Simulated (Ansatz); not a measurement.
# W (Im-3m) in Ansatz: a series of runs

The runs below take W through elastic constants, single point, equation of state, with PBEsol, LDA.

Everything below comes from runs of Ansatz 0.2.0. Logs are shortened: lines on timing, memory, paths and dates and some standing lists are left out, and cuts for length are marked.

## 1. Starting point

The structure is cubic, space group Im-3m (No. 229). The conventional cell has a = 3.165 Å, b = 3.165 Å, c = 3.165 Å, α = 90.00°, β = 90.00°, γ = 90.00°. W (site symmetry m-3m) is surrounded by 8 W at 2.74 Å.

## 2. Elastic constants, PBEsol

input.yaml

```yaml
crystal:
  lattice:
    - [-1.582345, 1.582345, 1.582345]
    - [1.582345, -1.582345, 1.582345]
    - [1.582345, 1.582345, -1.582345]
  atoms:
    - { symbol: W, position: [0.0, 0.0, 0.0] }
hamiltonian:
  xc: pbesol
  pseudopotentials: { kind: paw }
kpoints:
  mp_grid: { grid: [10, 10, 10] }
scf:
  occupations: { method: fermi_dirac, width: 0.05 }
output:
  forces: true
  stress: true
elastic:
  mode: relaxed_ion
  stencil: two_point
```

Potentials or basis: Ansatz PAW.

Command:

```
$ ansatz run input.yaml --threads 2 --pin off --max-ram 5632MiB --backend cpu --events-out ev --progress --plain --runs-dir out
```

Log:

```text
Warning: RAYON_NUM_THREADS=2 ignored (pool sized by the plan → 2); use --threads N
Engine: ansatz 0.2.0, aarch64-unknown-linux-gnu
Pseudopotentials: kind: paw
Pseudopotential: W, paw, valence charge 14, recommended cutoff 420 eV (normal), W.paw.azcp
Functional definition: PBEsol
  exchange = pbesol_x
  correlation = pbesol_c
Crystal: 1 atoms, lattice volume = 15.848 Å³
Basis set: ecut = 420 eV, 321 PW (Γ), exchange–correlation on 40×40×40 points (8 copies of the dense FFT grid, shifted against one another)
Bands: 11, of which v1, the nominal top of the filled ones, is band 7 counted from 1 (6 counted from 0)
Symmetry: 48 space group operations
Space group: Im-3m (ITA 229), of the structure as read, at distance tolerance 2.5e-5 Å
k-points: 47 of 1000
Non-local potential: W, projectors of the file, l = 0: 3, l = 1: 2, l = 2: 2, l = 3: 1
PAW form: soft (Blöchl's): semilocal exchange-correlation on the pseudo side does not see the compensation charge
PAW frozen core: W, regenerated for the run's functional, and the local potential with it (the file was generated under x = pbe(κ = 0.804, μ = 0.2195149727645171), c = pbe(β = 0.06672455060314922))
PAW one-centre angular grid: W, 590 points (default); XC on 64 Gauss nodes
Initial density: superposition of atomic densities (neutral atoms: chi_scale 0, normalization atom), corrected by the library's trained network
Initial wavefunctions: pseudopotential atomic-orbital guess
Functional: x = pbesol(κ = 0.804, μ = 0.12345679012345678), c = pbesol(β = 0.046)
SCF iter   1: F=—  HF=-10256.560230 eV  |F-HF|=—  |Δ(HF+E_count)|=         —  Δρ=3.22e-3  dr2=6.22e-4  ethr=1.77e-3  ⟨swp⟩=5.1  Hψ=2751  notcnv=0
preconditioner: auto → none  [insulator: Δε(μ)=0.172 eV  Ē_g=9.058 eV  σ=0.050 eV  W_gap=0.70  n_scr=0 (ndim 8)  ℏωp=22.8 eV  f_vac=0.000  D(μ)=0.47/eV (n_scr^D=0)  ε∞_Penn≈7.4]
SCF iter   2: F=—  HF=-10256.559939 eV  |F-HF|=—  |Δ(HF+E_count)|=   2.90e-4  Δρ=1.54e-3  dr2=1.18e-4  ethr=4.44e-6  ⟨swp⟩=2.2  Hψ=1065  notcnv=0
SCF iter   3: F=—  HF=-10256.559957 eV  |F-HF|=—  |Δ(HF+E_count)|=   1.76e-5  Δρ=3.12e-4  dr2=7.33e-6  ethr=8.42e-7  ⟨swp⟩=2.0  Hψ=764  notcnv=0
SCF iter   4: F=—  HF=-10256.559955 eV  |F-HF|=—  |Δ(HF+E_count)|=   2.35e-6  Δρ=5.33e-5  dr2=2.28e-7  ethr=5.23e-8  ⟨swp⟩=2.3  Hψ=679  notcnv=0
SCF iter   5: F=—  HF=-10256.559952 eV  |F-HF|=—  |Δ(HF+E_count)|=   2.67e-6  Δρ=1.99e-5  dr2=4.88e-8  ethr=1.63e-9  ⟨swp⟩=2.0  Hψ=846  notcnv=0
SCF iter   6: F=—  HF=-10256.559952 eV  |F-HF|=—  |Δ(HF+E_count)|=   2.11e-8  Δρ=7.25e-6  dr2=6.46e-9  ethr=3.49e-10  ⟨swp⟩=3.0  Hψ=830  notcnv=0
SCF iter   7: F=—  HF=-10256.559952 eV  |F-HF|=—  |Δ(HF+E_count)|=   3.12e-9  Δρ=1.02e-6  dr2=1.27e-10  ethr=4.61e-11  ⟨swp⟩=2.1  Hψ=766  notcnv=0
SCF iter   8: F=—  HF=-10256.559952 eV  |F-HF|=—  |Δ(HF+E_count)|=  6.37e-11  Δρ=4.85e-8  dr2=3.25e-13  ethr=9.05e-13 (applied; sched 1.00e-12)  ⟨swp⟩=2.0  Hψ=807  notcnv=0
SCF iter   9: F=-10256.559952 eV  HF=-10256.559952 eV  |F-HF|=5.46e-12  |Δ(HF+E_count)|=  7.28e-12  Δρ=3.13e-9  dr2=1.23e-15  ethr=1.00e-12  ⟨swp⟩=4.8  Hψ=1721  notcnv=0
SCF 1 converged in 9 iterations: F = -10256.559952 eV  dr2 = 1.23e-15
Crystal: 1 atoms, lattice volume = 15.816 Å³
Symmetry: 16 space group operations
k-points: 102 of 1000
Initial density: handed on by an earlier stage of this run
Initial wavefunctions: those handed on with the density
iter 1 solved again at ethr=2.43e-8 eV; its pass at ethr=3.10e-3 eV (dr2=3.40e-6 eV) is discarded
SCF iter   1: F=—  HF=-10256.560418 eV  |F-HF|=—  |Δ(HF+E_count)|=         —  Δρ=2.31e-4  dr2=3.29e-6  ethr=2.43e-8  ⟨swp⟩=2.8  Hψ=7936  notcnv=0  defer=5
[... 39 lines left out ...]
Fermi energy:    22.586393 eV
--- Per-component energies (eV) ---
  E_band       = -83.646207
  E_kinetic    = 450.164361
  E_local      = -600.662025  (includes V_loc(G=0)·N_el)
  E_nonlocal   = 2.903873
  E_hartree    = 214.843216
  E_xc         = -265.247163
  E_vxc        = -238.663986  (∫ρ·V_xc dr)
  E_paw        = -8436.010987  (= ΣΔE_a)
  E_vpaw       = -127.074800  (= ΣTr[D̂ρ^β])
  E_aug_tail   = -0.000061  (compensation charges beyond the density's cutoff)
  E_ewald      = -1622.768677
  E_core_change = 0.221792  (= ΣΔE_core)
  E_smearing   = -0.004280  (= −TS)
  E_closure    = 0.000000  (closes the sum)
  Σ components = -10256.559952   (vs F -10256.559952, Δ=0.00e0)
--- Forces (eV/Å), atoms counted from 1 ---
  atom   1  W     -0.00000000     0.00000000     0.00000000
  max |Σ_I F_I| component: 1.03e-31 eV/Å
--- Stress (GPa, compression-positive) ---
       -2.890064      -0.000000      -0.000000
       -0.000000      -2.890064      -0.000000
       -0.000000       0.000000      -2.890064
  P = ⅓ Tr σ = -2.8901 GPa (-28.901 kbar)
--- Band table (eV; the first three rows and the last of 47) ---
  k-point 0: bands = ["-51.6436", "-15.2321", "-15.2321", "-15.2321", "12.8125", "21.2004", "21.2004", "21.2004", "24.6743", "24.6743", "36.9803"]
  k-point 1: bands = ["-51.6308", "-15.3655", "-15.2737", "-15.2327", "13.2894", "20.9184", "21.1207", "21.6682", "24.2758", "24.6835", "37.3580"]
  k-point 2: bands = ["-51.5971", "-15.7043", "-15.3814", "-15.2345", "14.5273", "20.2566", "20.7496", "23.0198", "23.9519", "24.7705", "37.6887"]
  k-point 46: bands = ["-51.4072", "-16.1399", "-16.1399", "-16.1399", "16.5979", "16.5979", "27.6123", "27.6123", "27.6123", "30.7036", "30.7036"]
--- Elastic constants: 2 strain directions × 2 members + reference (group order 48) ---
  dense FFT box of the reference and of every strained cell: 20×20×20
  strains applied: 11, 23; error gains: componentwise 1.00 (the most a stress slope's error grows in a printed constant), spectral 1.73 (1 for all six strains in a standard setting)
  C = ∂σ_k/∂η_j (tension-positive GPa; Voigt order 11 22 33 23 13 12):
       541.571    201.750    201.750      0.000     -0.000     -0.000
       201.750    541.571    201.750     -0.000      0.000      0.000
       201.750    201.750    541.571     -0.000      0.000      0.000
        -0.000     -0.000      0.000    135.578     -0.000      0.000
        -0.000      0.000      0.000      0.000    135.578     -0.000
        -0.000      0.000     -0.000     -0.000      0.000    135.578
  reference stress σ⁰ (GPa):      2.890      2.890      2.890     -0.000      0.000      0.000
  C* (energy form; C + prestress term) asymmetry max|C*_kj − C*_jk| = 8.527e-14 GPa — a small one proves nothing (zero by symmetry where the batch's group is 432, −43m or m−3m); a large one is finite-difference/SCF noise where every solve meets its electron count
  moduli (Voigt/Reuss/Hill, GPa): K = 315.02/315.02/315.02   G = 149.31/147.50/148.41   E = 384.79   ν = 0.296
  mechanically stable: yes (min eigenvalue of sym C = 135.58 GPa)
  strain η (Voigt 11):  stress-route row diagonal C_11 = 541.57 GPa, energy-path curvature d²(F+E_count+ΔE)/dδ²/Ω₀ = 541.62 GPa
         δ    σ_11 (GPa)             F (eV)   n_scf  n_hpsi   n_pw
    -2.000e-3       1.7985      -10256.5604158       6   18406    321   relax 0 steps, max|allowed force component| 0.00e0 eV/Å
     2.000e-3       3.9647      -10256.5592732       4   15188    329   relax 0 steps, max|allowed force component| 0.00e0 eV/Å
  strain η (Voigt 23):  stress-route row diagonal C_44 = 135.58 GPa, energy-path curvature d²(F+E_count+ΔE)/dδ²/Ω₀ = 134.22 GPa
         δ    σ_23 (GPa)             F (eV)   n_scf  n_hpsi   n_pw
    -2.000e-3      -0.2712      -10256.5599258       6   31854    321   relax 0 steps, max|allowed force component| 0.00e0 eV/Å
     2.000e-3       0.2712      -10256.5599258       4   26736    321   relax 0 steps, max|allowed force component| 0.00e0 eV/Å
```

It took 3.1 s on 2 threads of Arm Neoverse V2, shared host; peak memory 0.3 GiB.

Results:

| Property | Result |
| --- | --- |
| Free energy | -10256.5600 eV |
| Pressure | -2.9 GPa |
| Band gap on the k mesh | none (metal or under the smearing width) |
| Elastic constants C11, C12, C44 | 542, 202, 136 GPa |
| Voigt bulk modulus | 315 GPa |

Elastic tensor in Voigt notation (GPa, in the Cartesian axes of the cell as first typed):
```
542 202 202   0   0   0
202 542 202   0   0   0
202 202 542   0   0   0
  0   0   0 136   0   0
  0   0   0   0 136   0
  0   0   0   0   0 136
```

Caveat: elastic constants of metals need much finer meshes, so these are rough; the PAW data sets come from PBE, with cores solved anew for the run's functional, which leaves a small shift of forces and pressure. Spin-orbit coupling is left out, which matters for the levels of W.

## 3. Single point, LDA, 14.90 Å³/atom (volume scaled by 0.94)

input.yaml

```yaml
crystal:
  lattice:
    - [-1.5500431812, 1.5500431812, 1.5500431812]
    - [1.5500431812, -1.5500431812, 1.5500431812]
    - [1.5500431812, 1.5500431812, -1.5500431812]
  atoms:
    - { symbol: W, position: [0.0, 0.0, 0.0] }
hamiltonian:
  xc: lda
  pseudopotentials: { kind: paw }
kpoints:
  mp_grid: { grid: [12, 12, 12] }
scf:
  occupations: { method: fermi_dirac, width: 0.05 }
output:
  forces: true
  stress: true
  eigenvalues: true
```

Potentials or basis: Ansatz PAW.

Command:

```
$ ansatz run input.yaml --threads 2 --pin off --max-ram 5632MiB --backend cpu --events-out ev --progress --plain --runs-dir out
```

Log:

```text
Warning: RAYON_NUM_THREADS=2 ignored (pool sized by the plan → 2); use --threads N
Engine: ansatz 0.2.0, aarch64-unknown-linux-gnu
Pseudopotentials: kind: paw
Pseudopotential: W, paw, valence charge 14, recommended cutoff 420 eV (normal), W.paw.azcp
Functional definition: SPW92
  exchange = slater_x
  correlation = pw_c
Crystal: 1 atoms, lattice volume = 14.897 Å³
Basis set: ecut = 420 eV, 321 PW (Γ)
Bands: 11, of which v1, the nominal top of the filled ones, is band 7 counted from 1 (6 counted from 0)
Symmetry: 48 space group operations
Space group: Im-3m (ITA 229), of the structure as read, at distance tolerance 2.5e-5 Å
k-points: 72 of 1728
Non-local potential: W, projectors of the file, l = 0: 3, l = 1: 2, l = 2: 2, l = 3: 1
PAW form: soft (Blöchl's): semilocal exchange-correlation on the pseudo side does not see the compensation charge
PAW frozen core: W, regenerated for the run's functional, and the local potential with it (the file was generated under x = pbe(κ = 0.804, μ = 0.2195149727645171), c = pbe(β = 0.06672455060314922))
PAW one-centre angular grid: W, 590 points (default); XC on 64 Gauss nodes
Initial density: superposition of atomic densities (neutral atoms: chi_scale 0, normalization atom), corrected by the library's trained network
Initial wavefunctions: pseudopotential atomic-orbital guess
Functional: x = slater, c = lda
SCF iter   1: F=—  HF=-10129.832983 eV  |F-HF|=—  |Δ(HF+E_count)|=         —  Δρ=5.91e-3  dr2=3.96e-3  ethr=1.77e-3  ⟨swp⟩=5.1  Hψ=4245  notcnv=0
preconditioner: auto → none  [metal: Δε(μ)=0.036 eV  Ē_g=9.614 eV  σ=0.050 eV  W_gap=0.18  n_scr=0 (ndim 8)  ℏωp=23.6 eV  f_vac=0.000  D(μ)=0.55/eV (n_scr^D=0)]
SCF iter   2: F=—  HF=-10129.831343 eV  |F-HF|=—  |Δ(HF+E_count)|=   1.64e-3  Δρ=2.34e-3  dr2=3.42e-4  ethr=2.83e-5  ⟨swp⟩=1.9  Hψ=1525  notcnv=0
SCF iter   3: F=—  HF=-10129.831326 eV  |F-HF|=—  |Δ(HF+E_count)|=   1.75e-5  Δρ=6.09e-4  dr2=1.38e-5  ethr=2.44e-6  ⟨swp⟩=2.1  Hψ=949  notcnv=0
SCF iter   4: F=—  HF=-10129.831327 eV  |F-HF|=—  |Δ(HF+E_count)|=   1.78e-6  Δρ=4.70e-5  dr2=2.46e-7  ethr=9.83e-8  ⟨swp⟩=2.1  Hψ=1179  notcnv=0
iter 5 did not close the SCF: its close was put off for the readings that it lacked (scf_convergence_deferred on its scf_iter line)
SCF iter   5: F=-10129.831327 eV  HF=-10129.831327 eV  |F-HF|=2.08e-8  |Δ(HF+E_count)|=   1.01e-7  Δρ=1.37e-5  dr2=2.40e-8  ethr=1.76e-9  ⟨swp⟩=2.1  Hψ=1278  notcnv=0
SCF iter   6: F=-10129.831327 eV  HF=-10129.831327 eV  |F-HF|=7.48e-10  |Δ(HF+E_count)|=   1.13e-8  Δρ=2.58e-6  dr2=8.63e-10  ethr=1.71e-10  ⟨swp⟩=2.2  Hψ=2787  notcnv=0
SCF 1 converged in 6 iterations: F = -10129.831327 eV  dr2 = 8.63e-10
SCF converged after 6 iterations
Free energy (F): -10129.831327 eV
Harris-Foulkes:  -10129.831327 eV  (|F-HF|=7.48e-10)
Internal energy: -10129.826534 eV  (E = F + TS)
E sigma→0 (E₀):  -10129.828930 eV
Entropy (-TS):   -0.004794 eV (-4.794 meV/atom)
Fermi energy:    23.907220 eV
--- Per-component energies (eV) ---
  E_band       = -63.874261
  E_kinetic    = 453.995903
  E_local      = -562.403033  (includes V_loc(G=0)·N_el)
  E_nonlocal   = 6.696574
  E_hartree    = 204.451213
  E_xc         = -266.312082
  E_vxc        = -240.562649  (∫ρ·V_xc dr)
  E_paw        = -8309.952155  (= ΣΔE_a)
  E_vpaw       = -130.504243  (= ΣTr[D̂ρ^β])
  E_aug_tail   = -0.000061  (compensation charges beyond the density's cutoff)
  E_ewald      = -1656.586045
  E_core_change = 0.283153  (= ΣΔE_core)
  E_smearing   = -0.004794  (= −TS)
  E_closure    = 0.000000  (closes the sum)
  Σ components = -10129.831327   (vs F -10129.831327, Δ=0.00e0)
--- Forces (eV/Å), atoms counted from 1 ---
  atom   1  W      0.00000000    -0.00000000     0.00000000
  max |Σ_I F_I| component: 1.97e-30 eV/Å
--- Stress (GPa, compression-positive) ---
       11.501751       0.000000       0.000000
        0.000000      11.501751      -0.000000
       -0.000000      -0.000000      11.501751
  P = ⅓ Tr σ = 11.5018 GPa (115.018 kbar)
--- Band table (eV; the first three rows and the last of 72) ---
  k-point 0: bands = ["-50.1193", "-13.5954", "-13.5954", "-13.5954", "13.9662", "22.5286", "22.5286", "22.5286", "26.2259", "26.2259", "38.6387"]
  k-point 1: bands = ["-50.1074", "-13.7117", "-13.6311", "-13.5962", "14.3277", "22.3103", "22.4748", "22.8828", "25.8930", "26.2302", "38.9429"]
  k-point 2: bands = ["-50.0750", "-14.0212", "-13.7274", "-13.5983", "15.3038", "21.7636", "22.2104", "23.9182", "25.4713", "26.2799", "39.4929"]
  k-point 71: bands = ["-49.8097", "-14.6966", "-14.6966", "-14.6966", "17.5345", "17.5345", "29.5083", "29.5083", "29.5083", "32.7430", "32.7430"]
```

Wall time 0.47 s (2 threads of Arm Neoverse V2, shared host); peak memory 0.25 GiB.

Results:

* Free energy: -10129.8313 eV
* Pressure: 11.5 GPa
* Band gap on the k mesh: none (metal or under the smearing width)

Caveat: the PAW data sets come from PBE, with cores solved anew for the run's functional, which leaves a small shift of forces and pressure.

## 4. Single point, LDA, 15.21 Å³/atom (volume scaled by 0.96)

Changes to input.yaml since step 3:

```diff
@@ -2,5 +2,5 @@
   lattice:
-    - [-1.5500431812, 1.5500431812, 1.5500431812]
-    - [1.5500431812, -1.5500431812, 1.5500431812]
-    - [1.5500431812, 1.5500431812, -1.5500431812]
+    - [-1.5609593379, 1.5609593379, 1.5609593379]
+    - [1.5609593379, -1.5609593379, 1.5609593379]
+    - [1.5609593379, 1.5609593379, -1.5609593379]
   atoms:
```

Command:

```
$ ansatz run input.yaml --threads 2 --pin off --max-ram 5632MiB --backend cpu --events-out ev --progress --plain --runs-dir out
```

It took 0.47 s on 2 threads of Arm Neoverse V2, shared host; peak memory 0.25 GiB.

Results (log left out):

- Free energy: -10129.8465 eV
- Pressure: 4.0 GPa
- Band gap on the k mesh: none (metal or under the smearing width)

Caveat: the PAW data sets come from PBE, with cores solved anew for the run's functional, which leaves a small shift of forces and pressure.

## 5. Single point, LDA, 15.53 Å³/atom (volume scaled by 0.98)

Changes to input.yaml since step 4:

```diff
@@ -2,5 +2,5 @@
   lattice:
-    - [-1.5609593379, 1.5609593379, 1.5609593379]
-    - [1.5609593379, -1.5609593379, 1.5609593379]
-    - [1.5609593379, 1.5609593379, -1.5609593379]
+    - [-1.5717249149, 1.5717249149, 1.5717249149]
+    - [1.5717249149, -1.5717249149, 1.5717249149]
+    - [1.5717249149, 1.5717249149, -1.5717249149]
   atoms:
```

Command:

```
$ ansatz run input.yaml --threads 2 --pin off --max-ram 5632MiB --backend cpu --events-out ev --progress --plain --runs-dir out
```

Wall time 0.47 s (2 threads of Arm Neoverse V2, shared host); peak memory 0.25 GiB.

Results (log left out):

| Quantity | Value |
| --- | --- |
| Free energy | -10129.8476 eV |
| Pressure | -2.8 GPa |
| Band gap on the k mesh | none (metal or under the smearing width) |

Caveat: the PAW data sets come from PBE, with cores solved anew for the run's functional, which leaves a small shift of forces and pressure.

## 6. Single point, LDA, 15.85 Å³/atom

Changes to input.yaml since step 5:

```diff
@@ -2,5 +2,5 @@
   lattice:
-    - [-1.5717249149, 1.5717249149, 1.5717249149]
-    - [1.5717249149, -1.5717249149, 1.5717249149]
-    - [1.5717249149, 1.5717249149, -1.5717249149]
+    - [-1.582345, 1.582345, 1.582345]
+    - [1.582345, -1.582345, 1.582345]
+    - [1.582345, 1.582345, -1.582345]
   atoms:
```

Potentials or basis: Ansatz PAW.

Command:

```
$ ansatz run input.yaml --threads 2 --pin off --max-ram 5632MiB --backend cpu --events-out ev --progress --plain --runs-dir out
```

Run time: 0.47 s. Hardware: 2 threads of Arm Neoverse V2, shared host; peak memory 0.25 GiB.

The run converged. Its results:

| Item | Value |
| --- | --- |
| Free energy | -10129.8359 eV |
| Pressure | -8.9 GPa |
| Band gap on the k mesh | none (metal or under the smearing width) |

Caveat: the PAW data sets come from PBE, with cores solved anew for the run's functional, which leaves a small shift of forces and pressure.

## 7. Single point, LDA, 16.16 Å³/atom (volume scaled by 1.02)

Changes to input.yaml since step 6:

```diff
@@ -2,5 +2,5 @@
   lattice:
-    - [-1.582345, 1.582345, 1.582345]
-    - [1.582345, -1.582345, 1.582345]
-    - [1.582345, 1.582345, -1.582345]
+    - [-1.5928244114, 1.5928244114, 1.5928244114]
+    - [1.5928244114, -1.5928244114, 1.5928244114]
+    - [1.5928244114, 1.5928244114, -1.5928244114]
   atoms:
```

Command:

```
$ ansatz run input.yaml --threads 2 --pin off --max-ram 5632MiB --backend cpu --events-out ev --progress --plain --runs-dir out
```

Wall time 0.48 s (2 threads of Arm Neoverse V2, shared host); peak memory 0.25 GiB.

Results (log left out):

```
Free energy            : -10129.8126 eV
Pressure               : -14.5 GPa
Band gap on the k mesh : none (metal or under the smearing width)
```

Caveat: the PAW data sets come from PBE, with cores solved anew for the run's functional, which leaves a small shift of forces and pressure.

## 8. Single point, LDA, 16.48 Å³/atom (volume scaled by 1.04)

input.yaml

```yaml
crystal:
  lattice:
    - [-1.6031677168, 1.6031677168, 1.6031677168]
    - [1.6031677168, -1.6031677168, 1.6031677168]
    - [1.6031677168, 1.6031677168, -1.6031677168]
  atoms:
    - { symbol: W, position: [0.0, 0.0, 0.0] }
hamiltonian:
  xc: lda
  pseudopotentials: { kind: paw }
kpoints:
  mp_grid: { grid: [12, 12, 12] }
scf:
  occupations: { method: fermi_dirac, width: 0.05 }
output:
  forces: true
  stress: true
  eigenvalues: true
  write_density: true
  write_potential: true
  elf: true
  volumetric_format: npy
```

Command:

```
$ ansatz run input.yaml --threads 2 --pin off --max-ram 5632MiB --backend cpu --events-out ev --progress --plain --runs-dir out
```

Wall time 0.61 s (2 threads of Arm Neoverse V2, shared host); peak memory 0.26 GiB.

The run converged. Its results:

```yaml
Free_energy: -10129.7789 eV
Pressure: -19.5 GPa
Band_gap_on_the_k_mesh: none (metal or under the smearing width)
```

Caveat: the PAW data sets come from PBE, with cores solved anew for the run's functional, which leaves a small shift of forces and pressure.

## 9. Single point, LDA, 16.80 Å³/atom (volume scaled by 1.06)

Changes to input.yaml since step 8:

```diff
@@ -2,5 +2,5 @@
   lattice:
-    - [-1.6031677168, 1.6031677168, 1.6031677168]
-    - [1.6031677168, -1.6031677168, 1.6031677168]
-    - [1.6031677168, 1.6031677168, -1.6031677168]
+    - [-1.6133792515, 1.6133792515, 1.6133792515]
+    - [1.6133792515, -1.6133792515, 1.6133792515]
+    - [1.6133792515, 1.6133792515, -1.6133792515]
   atoms:
```

Potentials or basis: Ansatz PAW.

Command:

```
$ ansatz run input.yaml --threads 2 --pin off --max-ram 5632MiB --backend cpu --events-out ev --progress --plain --runs-dir out
```

It took 0.62 s on 2 threads of Arm Neoverse V2, shared host; peak memory 0.26 GiB.

It converged, with:

```
Free energy            : -10129.7358 eV
Pressure               : -24.0 GPa
Band gap on the k mesh : none (metal or under the smearing width)
```

Caveat: the PAW data sets come from PBE, with cores solved anew for the run's functional, which leaves a small shift of forces and pressure.

## 10. Equation of state, LDA

Potentials or basis: Ansatz PAW.

This step only gathers the single runs of the series.

What came out:

```yaml
Equilibrium_volume: 15.40 Å³/atom
Bulk_modulus: 327 GPa
Pressure_derivative_of_the_bulk_modulus: 3.9
```

Energy against volume, from the lowest point:
```csv
volume (Å³/atom),energy (meV/atom)
14.897,16.28
15.214,1.07
15.531,0.00
15.848,11.70
16.165,34.96
16.482,68.66
16.798,111.78
```

The run has no spin-orbit coupling, so splittings on W are missing. Zero-point motion and thermal expansion aren't in these numbers.
